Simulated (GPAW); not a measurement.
The system is GaP.

```
CELL_PARAMETERS angstrom
0.00000 2.72525 2.72525
2.72525 0.00000 2.72525
2.72525 2.72525 0.00000
ATOMIC_POSITIONS crystal
Ga 0.00000 0.00000 0.00000
P 0.25000 0.25000 0.25000
```

Program: GPAW 26.7.0. Alike in all runs: potentials or basis GPAW PAW data sets (gpaw-data 1.2.1), pw; cell as given; smearing fermi-dirac 0.05 eV.

**Question.** Order these runs on this cell by their band gap on the k mesh, lowest first.
A. level YS-PBE0; spin off; k mesh 4 × 4 × 4; cutoff (eV) 450; maxiter 60; mesh quality coarse
B. level r4SCAN; spin SOC, no magnetisation; k mesh 8 × 8 × 8; cutoff (eV) 600; maxiter 150; band path GXWKGLUWLK,UX; band points 80; spin axis theta (degrees) 90; spin axis phi (degrees) 45; mesh quality not flagged
C. level mBEEF; spin SOC, no magnetisation; k mesh 8 × 8 × 8; cutoff (eV) 600; maxiter 150; band path GXWKGLUWLK,UX; band points 80; spin axis theta (degrees) 90; spin axis phi (degrees) 45; mesh quality not flagged

**Answer.** B (1.86 eV), C (2.17 eV), A (2.45 eV).

Caveats: some runs use coarse meshes; spin-orbit coupling was added after a scalar SCF, so levels and gaps hold it while energy, forces, pressure and moments don't (some runs); this program's spin-orbit splittings come out too wide for heavy elements (some runs); exact exchange converges slowly with the k mesh, and this mesh is small (some runs).

A k mesh can miss the band edges.
